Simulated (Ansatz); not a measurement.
**SnO$_{2}$: moving Sn off its site**

SnO$_{2}$, R-3m, a = 3.234 Å, c = 14.402 Å (as given, not relaxed at this level: -7.2 GPa, forces to 0.63 eV/Å). This isn't the usual stable structure of the compound. Ansatz: r2SCAN, PAW, 500 eV, Γ-centred 12×12×12 mesh on 3 atoms, Gaussian smearing 0.05 eV; no spin polarisation.

```
CELL_PARAMETERS angstrom
1.61709 0.93363 4.80059
-1.61709 0.93363 4.80059
0.00000 -1.86726 4.80059
ATOMIC_POSITIONS crystal
Sn 0.50000 0.50000 0.50000
O 0.23717 0.23717 0.23717
O 0.76283 0.76283 0.76283
```

Atom 1 (Sn) moves by x along the unit vector (0.000, -0.879, 0.478), with its periodic images; all else is held. y is the free energy of the cell over the start, F the force along the path summed over the moved atoms. Symmetry makes y even in x.

| x (Å) | y (meV) | F (eV/Å) |
| --- | --- | --- |
| -0.3000 | ? | ? |
| -0.1500 | 171.0 | 2.41 |
| 0.0000 | 0.0 | 0.00 |
| 0.0750 | 41.0 | -1.11 |
| 0.1125 | 93.8 | -1.72 |
| 0.1875 | 275.7 | -3.20 |
| 0.2250 | 412.4 | -4.12 |
| 0.2625 | 586.4 | -5.20 |

Task: Fit y = c2 x² + c4 x⁴ to the energies of the other rows, give the force constant, and predict energy and force of the missing row.

Result: Least squares on the rows shown. y = 7152.8 x² + 19680 x⁴. The force constant is 2 c2 = 14.3 eV/Å², for the cell as given, at -7.2 GPa (for all images moving together, not for a lone atom). The force −dy/dx at the missing row is 6.42 eV/Å (computed 6.48). At x = -0.3000 the fit asked for gives 803.2 meV. The run gave 804.8 meV, so the fit is 1.6 meV too low, a small miss on the scale of the series.